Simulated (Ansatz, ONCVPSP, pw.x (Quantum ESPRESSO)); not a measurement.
**Equation-of-state test of one ONCV potential (boron (B))**

ONCVPSP 4.0.1.1 (patched build) input, shortened (lines: element, Z, core and valence counts, functional; n l f; lmax; l rc ep ncon nbas qcut; lloc lpopt rc5 dvloc0; l nproj debl; icmod fcfact rcfact), PBE, scalar-relativistic:

```
  B 5.00    1    2        4      upf
    1    0    2.00
    2    0    2.00
    2    1    1.00
    2
    0    1.50    0.00    4    8    3.80
    1    3.70    0.00    4    8    4.20
    2    2.85    0.21    5    8    3.60
    4    5    1.15    0.00
    0    2    3.10
    1    3    1.70
    2    2    1.80
    0    0.00    0.00
```

Crystal test: diamond B in pw.x 7.5, no spin, 11³ k-points, Fermi–Dirac smearing 0.01 Ry, cutoffs 160/640 Ry. The reference is all-electron LAPW (Ansatz 0.2.0) with the same functional, mesh and smearing; V0 and B0 come from Birch–Murnaghan fits to the pressures at five volumes. Errors are pseudo minus all-electron; Δ is the rms difference of the E(V) curves that follow from these fits, minima aligned, over ±6 % about the mean V0. Mesh and smearing are coarse, so the numbers serve the comparison and aren't converged zero-temperature values; the lattice is a test structure that the element need not adopt.

```csv
V (Å³/atom),P all-electron (GPa),P pseudo (GPa)
7.899,10.02,-5354.36
8.107,4.78,-5751.92
8.315,0.11,-6032.49
8.523,-4.05,-6200.88
8.731,-7.77,-6239.25
```

All-electron: a0 = 4.053 Å (V0 = 8.32 Å³/atom), B0 = 175.9 GPa.

Pseudopotential: converged, but broken (pressure over 100 GPa off). The pressure does not cross zero within the volumes sampled, so no fit is given. The largest radius (3.70 bohr) exceeds half the bond length (1.66 bohr), so the spheres overlap, which is one possible source of error among others. Note: ghosts flagged at negative energy: p at -48.4 eV; GHOST(+) flagged for d at 53.5 eV. A true bound ghost makes a file unfit for plane-wave use. A pressure error of this size marks a broken potential; the numbers have no physical meaning.

At the middle volume, how do free energy and pressure move when the wave cutoff is lowered (ecutrho kept at four times it)?

| cutoff (Ry) | shift of F (meV/atom) | shift of P (GPa) |
| --- | --- | --- |
| 72 | +82.5 | +1.00 |
| 96 | +31.1 | -3.31 |
| 128 | +11.9 | -2.53 |

The run at the middle volume (56 k-points, 10 iterations) took about 84 s on one core of a shared host (Neoverse-N1, 64 threads, 124 GiB, load 57).
